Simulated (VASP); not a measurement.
# GaSe (P6_3/mmc) in VASP: notebook, part 2 of 2

VASP 6.6.1. The steps go on from the part before.

### 3 Band structure, PBE0

POSCAR

```
GaSe                                    
1.0
    3.7709714895     -0.0000000000      0.0000000000
   -1.8854857447      3.2657571068     -0.0000000000
    0.0000000000      0.0000000000     15.9666906441
  Ga              Se            
     4     4
Direct
     0.3333333332999970    0.6666666667000030    0.1734622962948735
     0.6666666667000030    0.3333333332999970    0.6734622962948734
     0.3333333332999970    0.6666666667000030    0.3265377037051265
     0.6666666667000030    0.3333333332999970    0.8265377037051266
     0.3333333332999970    0.6666666667000030    0.5995067271578944
     0.6666666667000030    0.3333333332999970    0.0995067271578945
     0.3333333332999970    0.6666666667000030    0.9004932728421056
     0.6666666667000030    0.3333333332999970    0.4004932728421055
```

INCAR.step1

```
SYSTEM = GaSe
ALGO = Normal
EDIFF = 1E-5
ENCUT = 520
GGA = PE
ISIF = 2
ISMEAR = 0
KPAR = 4
LASPH = .TRUE.
LCHARG = .FALSE.
LREAL = .FALSE.
LWAVE = .TRUE.
NELM = 80
PREC = Accurate
SIGMA = 0.03
```

INCAR.step2

```
SYSTEM = GaSe
AEXX = 0.25
ALGO = Normal
EDIFF = 1E-6
ENCUT = 520
GGA = PE
HFRCUT = -1
ISIF = 2
ISMEAR = 0
ISTART = 1
KPAR = 4
LASPH = .TRUE.
LCHARG = .FALSE.
LHFCALC = .TRUE.
LREAL = .FALSE.
LWAVE = .FALSE.
NELM = 80
PREC = Accurate
PRECFOCK = Fast
SIGMA = 0.03
```

KPOINTS

```
k-points
0
G
  6 6 1
  0 0 0
```

KPOINTS_OPT

```
explicit points
6
Reciprocal
 0.0000000000  0.0000000000  0.0000000000 1
 0.0000000000  0.0000000000  0.5000000000 1
 0.3333333333  0.3333333333  0.5000000000 1
 0.3333333333  0.3333333333  0.0000000000 1
 0.5000000000  0.0000000000  0.5000000000 1
 0.5000000000  0.0000000000  0.0000000000 1
```

Potentials or basis: VASP PAW PBE potentials, release 64 (Ga_d, Se).

Launch:

```
> cat potpaw_PBE.64/Ga_d/POTCAR potpaw_PBE.64/Se/POTCAR > POTCAR
> cp INCAR.step1 INCAR
> mpirun -np 4 vasp_std > vasp.out
> cp INCAR.step2 INCAR
> mpirun -np 4 vasp_std > vasp.out
```

OUTCAR:

```text
SYSTEM = GaSe
   AEXX = 0.25
   EDIFF = 1E-6
   ENCUT = 520
   GGA = PE
   ISIF = 2
   ISMEAR = 0
   ISTART = 1
   LASPH = .TRUE.
   LHFCALC = .TRUE.
   LREAL = .FALSE.
   NELM = 80
   PREC = Accurate
   PRECFOCK = Fast

 ion  position               nearest neighbor table
   1  0.333  0.667  0.173-   3 2.44   6 2.48   6 2.48   6 2.48
   2  0.667  0.333  0.673-   4 2.44   5 2.48   5 2.48   5 2.48
   3  0.333  0.667  0.327-   1 2.44   8 2.48   8 2.48   8 2.48
   4  0.667  0.333  0.827-   2 2.44   7 2.48   7 2.48   7 2.48
   5  0.333  0.667  0.600-   2 2.48   2 2.48   2 2.48
   6  0.667  0.333  0.100-   1 2.48   1 2.48   1 2.48
   7  0.333  0.667  0.900-   4 2.48   4 2.48   4 2.48
   8  0.667  0.333  0.400-   3 2.48   3 2.48   3 2.48

  LATTYP: Found a hexagonal cell.
 ALAT       =     3.7709714895
 C/A-ratio  =     4.2341053727

  Lattice vectors:

 A1 = (   3.7709714895,   0.0000000000,   0.0000000000)
 A2 = (  -1.8854857447,   3.2657571068,   0.0000000000)
 A3 = (   0.0000000000,   0.0000000000,  15.9666906441)

Analysis of symmetry for initial positions (statically):
=====================================================================
[... 186 lines left out ...]
  band No.  band energies     occupation
      1     -15.2093      2.00000
      2     -15.2092      2.00000
      3     -15.1049      2.00000
      4     -15.1049      2.00000
      5     -15.1047      2.00000
      6     -15.1047      2.00000
[... 325 lines left out ...]
     44       7.8905      0.00000
     45       8.1247      0.00000

------------------------ aborting loop because EDIFF is reached ----------------------------------------

  FORCE on cell =-STRESS in cart. coord.  units (eV):
  Direction    XX          YY          ZZ          XY          YZ          ZX
  --------------------------------------------------------------------------------------
  -------------------------------------------------------------------------------------
  Total       -0.3521480     -0.3521480      0.0145307     -0.0000000      0.0000000     -0.0000000
  in kB       -2.8693514     -2.8693514      0.1183984     -0.0000000      0.0000000     -0.0000000
  external PRESSURE =      -1.8734348 kB  Pullay stress =       0.0000000 kB

 VOLUME and BASIS-vectors are now :
 -----------------------------------------------------------------------------
  energy-cutoff  :      520.00
  volume of cell :      196.63
      direct lattice vectors                 reciprocal lattice vectors
     3.770971489  0.000000000  0.000000000     0.265183654  0.153103854  0.000000000
    -1.885485745  3.265757107  0.000000000     0.000000000  0.306207708  0.000000000
     0.000000000  0.000000000 15.966690644     0.000000000  0.000000000  0.062630386

 POSITION                                       TOTAL-FORCE (eV/Angst)
 -----------------------------------------------------------------------------------
     -0.00000      2.17717      2.76962        -0.000000      0.000000     -0.256234
      1.88549      1.08859     10.75296         0.000000     -0.000000     -0.256234
     -0.00000      2.17717      5.21373        -0.000000      0.000000      0.256234
      1.88549      1.08859     13.19707         0.000000      0.000000      0.256234
     -0.00000      2.17717      9.57214         0.000000      0.000000      0.349610
      1.88549      1.08859      1.58879        -0.000000      0.000000      0.349610
     -0.00000      2.17717     14.37790        -0.000000      0.000000     -0.349610
      1.88549      1.08859      6.39455         0.000000     -0.000000     -0.349610
 -----------------------------------------------------------------------------------
    total drift:                                0.000002     -0.000000     -0.000103

  FREE ENERGIE OF THE ION-ELECTRON SYSTEM (eV)
  ---------------------------------------------------
  free  energy   TOTEN  =       -39.7877505778 eV

  energy  without entropy=      -39.7877505778  energy(sigma->0) =      -39.78775058
```

OUTCAR.step1:

```text
SYSTEM = GaSe
   EDIFF = 1E-5
   ENCUT = 520
   GGA = PE
   ISIF = 2
   ISMEAR = 0
[... 565 lines left out ...]
     -0.00000      2.17717      9.57214         0.000000     -0.000000      0.026767
      1.88549      1.08859      1.58879         0.000000     -0.000000      0.026767
     -0.00000      2.17717     14.37790         0.000000      0.000000     -0.026767
      1.88549      1.08859      6.39455         0.000000      0.000000     -0.026767
 -----------------------------------------------------------------------------------
    total drift:                               -0.000000      0.000000      0.000000

  FREE ENERGIE OF THE ION-ELECTRON SYSTEM (eV)
  ---------------------------------------------------
  free  energy   TOTEN  =       -30.1895369580 eV

  energy  without entropy=      -30.1895369580  energy(sigma->0) =      -30.18953696
```

OSZICAR.step1:

```text
N       E                     dE             d eps       ncg     rms          rms(c)
DAV:   1     0.752018744383E+03    0.75202E+03   -0.34715E+04   672   0.238E+03
DAV:   2     0.110419092013E+03   -0.64160E+03   -0.62407E+03   654   0.637E+02
DAV:   3    -0.210999083964E+02   -0.13152E+03   -0.12763E+03   767   0.191E+02
DAV:   4    -0.302211940917E+02   -0.91213E+01   -0.90150E+01   719   0.517E+01
DAV:   5    -0.306830283305E+02   -0.46183E+00   -0.45993E+00   791   0.111E+01    0.754E+00
DAV:   6    -0.302467363230E+02    0.43629E+00   -0.86610E-01   866   0.134E+01    0.459E+00
DAV:   7    -0.301844296856E+02    0.62307E-01   -0.67414E-01   712   0.399E+00    0.725E-01
DAV:   8    -0.301872983320E+02   -0.28686E-02   -0.96038E-02   714   0.303E+00    0.436E-01
DAV:   9    -0.301892898248E+02   -0.19915E-02   -0.13671E-02   752   0.968E-01    0.162E-01
DAV:  10    -0.301892847146E+02    0.51102E-05   -0.18895E-03   850   0.286E-01    0.825E-02
DAV:  11    -0.301895095194E+02   -0.22480E-03   -0.64653E-04   697   0.104E-01    0.210E-02
DAV:  12    -0.301895270494E+02   -0.17530E-04   -0.93981E-05   644   0.801E-02    0.252E-02
DAV:  13    -0.301895379762E+02   -0.10927E-04   -0.29675E-05   510   0.342E-02    0.594E-03
DAV:  14    -0.301895369580E+02    0.10181E-05   -0.71505E-06   442   0.246E-02
   1 F= -.30189537E+02 E0= -.30189537E+02  d E =-.107649E-16
```

Run time: 37 min. Hardware: 4 MPI ranks of Intel Xeon Platinum 8488C (Sapphire Rapids), shared host; peak memory 0.42 GiB.

What came out:

| Property | Result |
| --- | --- |
| Free energy | -39.7878 eV |
| Pressure | -0.2 GPa |
| Largest force | 0.350 eV/Å |
| Band gap on the k mesh | 2.41 eV, direct |
| Band gap along the path | 2.41 eV, direct |

Forces on the atoms (eV/Å):
```
Ga   0.000  0.000 -0.256
Ga   0.000  0.000 -0.256
Ga   0.000  0.000  0.256
Ga   0.000  0.000  0.256
Se   0.000  0.000  0.350
Se   0.000  0.000  0.350
Se   0.000  0.000 -0.350
Se   0.000  0.000 -0.350
```

Stress tensor (GPa, compression positive):
```
-0.29  0.00  0.00
 0.00 -0.29  0.00
 0.00  0.00  0.01
```

Caveat: the PAW data sets were made with another functional, which shifts forces and pressure a little; this functional lacks dispersion, which binds the layers, so the pressure and a relaxed spacing across them are unreliable.

### 4 Band structure, PBE-EpsX

POSCAR is that of step 3.

INCAR.step1

```
SYSTEM = GaSe
ALGO = Normal
EDIFF = 1E-8
ENCUT = 520
GGA = PE
ISIF = 2
ISMEAR = 0
KPAR = 4
LASPH = .TRUE.
LCHARG = .FALSE.
LEPSILON = .TRUE.
LREAL = .FALSE.
LWAVE = .FALSE.
NELM = 80
PREC = Accurate
SIGMA = 0.03
```

KPOINTS.step1

```
Automatic mesh
0
G
  12 12 2
  0 0 0
```

INCAR.step2

```
SYSTEM = GaSe
ALGO = Normal
EDIFF = 1E-5
ENCUT = 520
GGA = PE
ISIF = 2
ISMEAR = 0
KPAR = 4
LASPH = .TRUE.
LCHARG = .FALSE.
LREAL = .FALSE.
LWAVE = .TRUE.
NELM = 80
PREC = Accurate
SIGMA = 0.03
```

KPOINTS.step2

```
k-points
0
G
  6 6 1
  0 0 0
```

INCAR.step3

```
SYSTEM = GaSe
AEXX = 0.1244
ALGO = Normal
EDIFF = 1E-6
ENCUT = 520
GGA = PE
HFRCUT = -1
ISIF = 2
ISMEAR = 0
ISTART = 1
KPAR = 4
LASPH = .TRUE.
LCHARG = .FALSE.
LHFCALC = .TRUE.
LREAL = .FALSE.
LWAVE = .FALSE.
NELM = 80
PREC = Accurate
PRECFOCK = Fast
SIGMA = 0.03
```

KPOINTS.step3

```
k-points
0
G
  6 6 1
  0 0 0
```

KPOINTS_OPT is that of step 3.

Potentials or basis: VASP PAW PBE potentials, release 64 (Ga_d, Se).

Launch:

```
> cat potpaw_PBE.64/Ga_d/POTCAR potpaw_PBE.64/Se/POTCAR > POTCAR
> cp INCAR.step1 INCAR
> cp KPOINTS.step1 KPOINTS
> mpirun -np 4 vasp_std > vasp.out
> cp INCAR.step2 INCAR
> cp KPOINTS.step2 KPOINTS
> mpirun -np 4 vasp_std > vasp.out
> cp INCAR.step3 INCAR
> cp KPOINTS.step3 KPOINTS
> mpirun -np 4 vasp_std > vasp.out
```

OUTCAR:

```text
SYSTEM = GaSe
   AEXX = 0.1244
   EDIFF = 1E-6
   ENCUT = 520
   GGA = PE
   ISIF = 2
   ISMEAR = 0
   ISTART = 1
   LASPH = .TRUE.
   LHFCALC = .TRUE.
   LREAL = .FALSE.
   NELM = 80
   PREC = Accurate
   PRECFOCK = Fast

 ion  position               nearest neighbor table
   1  0.333  0.667  0.173-   3 2.44   6 2.48   6 2.48   6 2.48
   2  0.667  0.333  0.673-   4 2.44   5 2.48   5 2.48   5 2.48
   3  0.333  0.667  0.327-   1 2.44   8 2.48   8 2.48   8 2.48
   4  0.667  0.333  0.827-   2 2.44   7 2.48   7 2.48   7 2.48
   5  0.333  0.667  0.600-   2 2.48   2 2.48   2 2.48
   6  0.667  0.333  0.100-   1 2.48   1 2.48   1 2.48
   7  0.333  0.667  0.900-   4 2.48   4 2.48   4 2.48
   8  0.667  0.333  0.400-   3 2.48   3 2.48   3 2.48

  LATTYP: Found a hexagonal cell.
 ALAT       =     3.7709714895
 C/A-ratio  =     4.2341053727

  Lattice vectors:

 A1 = (   3.7709714895,   0.0000000000,   0.0000000000)
[... 183 lines left out ...]
 E-fermi :   3.1506     XC(G=0):  -8.2790

 val. band max:        3.0096244045   @ k =   0.0000   0.0000   0.0000
 cond. band min:       4.6131759011   @ k =   0.0000   0.0000   0.0000
 fundamental gap:      1.6035514966
 Fermi energy:         3.1506144402

 k-point     1 :       0.0000    0.0000    0.0000
  band No.  band energies     occupation
      1     -13.4759      2.00000
      2     -13.4759      2.00000
      3     -13.3644      2.00000
      4     -13.3644      2.00000
      5     -13.3642      2.00000
      6     -13.3642      2.00000
[... 325 lines left out ...]
     44       7.5377      0.00000
     45       7.7647      0.00000

------------------------ aborting loop because EDIFF is reached ----------------------------------------

  FORCE on cell =-STRESS in cart. coord.  units (eV):
  Direction    XX          YY          ZZ          XY          YZ          ZX
  --------------------------------------------------------------------------------------
  -------------------------------------------------------------------------------------
  Total        1.0457901      1.0457901      1.3175661      0.0000000      0.0000000      0.0000000
  in kB        8.5212453      8.5212453     10.7357146      0.0000000      0.0000000      0.0000000
  external PRESSURE =       9.2594017 kB  Pullay stress =       0.0000000 kB

 VOLUME and BASIS-vectors are now :
 -----------------------------------------------------------------------------
  energy-cutoff  :      520.00
  volume of cell :      196.63
      direct lattice vectors                 reciprocal lattice vectors
     3.770971489  0.000000000  0.000000000     0.265183654  0.153103854  0.000000000
    -1.885485745  3.265757107  0.000000000     0.000000000  0.306207708  0.000000000
     0.000000000  0.000000000 15.966690644     0.000000000  0.000000000  0.062630386

 POSITION                                       TOTAL-FORCE (eV/Angst)
 -----------------------------------------------------------------------------------
     -0.00000      2.17717      2.76962        -0.000000      0.000000     -0.129062
      1.88549      1.08859     10.75296         0.000000      0.000000     -0.129062
     -0.00000      2.17717      5.21373        -0.000000     -0.000000      0.129062
      1.88549      1.08859     13.19707         0.000000     -0.000000      0.129062
     -0.00000      2.17717      9.57214        -0.000000     -0.000000      0.189797
      1.88549      1.08859      1.58879        -0.000000      0.000000      0.189797
     -0.00000      2.17717     14.37790        -0.000000     -0.000000     -0.189797
      1.88549      1.08859      6.39455        -0.000000      0.000000     -0.189797
 -----------------------------------------------------------------------------------
    total drift:                                0.000002      0.000000     -0.000049

  FREE ENERGIE OF THE ION-ELECTRON SYSTEM (eV)
  ---------------------------------------------------
  free  energy   TOTEN  =       -34.8786444967 eV

  energy  without entropy=      -34.8786444967  energy(sigma->0) =      -34.87864450
```

OUTCAR.step1:

```text
SYSTEM = GaSe
   EDIFF = 1E-8
   ENCUT = 520
   GGA = PE
   ISIF = 2
   ISMEAR = 0
   LASPH = .TRUE.
   LEPSILON = .TRUE.
   LREAL = .FALSE.
   NELM = 80
   PREC = Accurate

 ion  position               nearest neighbor table
   1  0.333  0.667  0.173-   3 2.44   6 2.48   6 2.48   6 2.48
   2  0.667  0.333  0.673-   4 2.44   5 2.48   5 2.48   5 2.48
[... 1478 lines left out ...]
    1     2.23240     0.00000    -0.00000
    2     0.00000     2.23240     0.00000
    3     0.00000     0.00000     0.91523
 ion    5
    1    -2.23240    -0.00000    -0.00000
    2    -0.00000    -2.23240     0.00000
    3     0.00000    -0.00000    -0.91523
 ion    6
    1    -2.23240    -0.00000     0.00000
    2    -0.00000    -2.23240    -0.00000
    3    -0.00000     0.00000    -0.91523
 ion    7
    1    -2.23240    -0.00000     0.00000
    2    -0.00000    -2.23240    -0.00000
    3    -0.00000     0.00000    -0.91523
 ion    8
    1    -2.23240    -0.00000    -0.00000
    2    -0.00000    -2.23240     0.00000
    3     0.00000    -0.00000    -0.91523
```

OUTCAR.step2:

```text
SYSTEM = GaSe
   EDIFF = 1E-5
   ENCUT = 520
   GGA = PE
   ISIF = 2
   ISMEAR = 0
[... 565 lines left out ...]
     -0.00000      2.17717      9.57214         0.000000     -0.000000      0.026767
      1.88549      1.08859      1.58879         0.000000     -0.000000      0.026767
     -0.00000      2.17717     14.37790         0.000000      0.000000     -0.026767
      1.88549      1.08859      6.39455         0.000000      0.000000     -0.026767
 -----------------------------------------------------------------------------------
    total drift:                               -0.000000      0.000000      0.000000

  FREE ENERGIE OF THE ION-ELECTRON SYSTEM (eV)
  ---------------------------------------------------
  free  energy   TOTEN  =       -30.1895369580 eV

  energy  without entropy=      -30.1895369580  energy(sigma->0) =      -30.18953696
```

Run time: 67 min. Hardware: 4 MPI ranks of Intel Xeon Platinum 8488C (Sapphire Rapids), shared host; peak memory 1.6 GiB.

Results:

* Free energy: -34.8786 eV
* Pressure: 0.9 GPa
* Largest force: 0.190 eV/Å
* Band gap on the k mesh: 1.60 eV, direct
* Band gap along the path: 1.60 eV, direct

Forces in eV/Å, atoms in the order of the input:
```
Ga   0.000  0.000 -0.129
Ga   0.000  0.000 -0.129
Ga   0.000  0.000  0.129
Ga   0.000  0.000  0.129
Se   0.000  0.000  0.190
Se   0.000  0.000  0.190
Se   0.000  0.000 -0.190
Se   0.000  0.000 -0.190
```

Caveat: the PAW data sets were made with another functional, which shifts forces and pressure a little.

### 5 Summary

```csv
level,screening parameter,exchange at q = 0,share of exact exchange,gap on the mesh (eV),pressure (GPa),largest force (eV/Å)
HSE06,0.2 1/A,-,-,1.75,0.1,0.35
PBE0,-,truncated,-,2.41,-0.2,0.35
PBE-EpsX,-,truncated,0.1244,1.60,0.9,0.19
```

Alike in all rows: task band structure; potentials or basis VASP PAW PBE potentials, release 64 (Ga_d, Se); no spin polarisation; cell as given; k mesh 6 × 6 × 1; cutoff (eV) 520; smearing gaussian 0.03 eV.

On the cell as given the gap runs from 1.60 eV (PBE-EpsX) to 2.41 eV (PBE0). The pressure there spans -0.2 GPa (PBE0) to 0.9 GPa (PBE-EpsX); a positive pressure means that this level wants a larger cell, a negative one a smaller.

Caveats: the PAW data sets were made with another functional, which shifts forces and pressure a little; this functional lacks dispersion, which binds the layers, so the pressure and a relaxed spacing across them are unreliable (some runs).

Absolute energies hang on the potentials; compare differences alone.
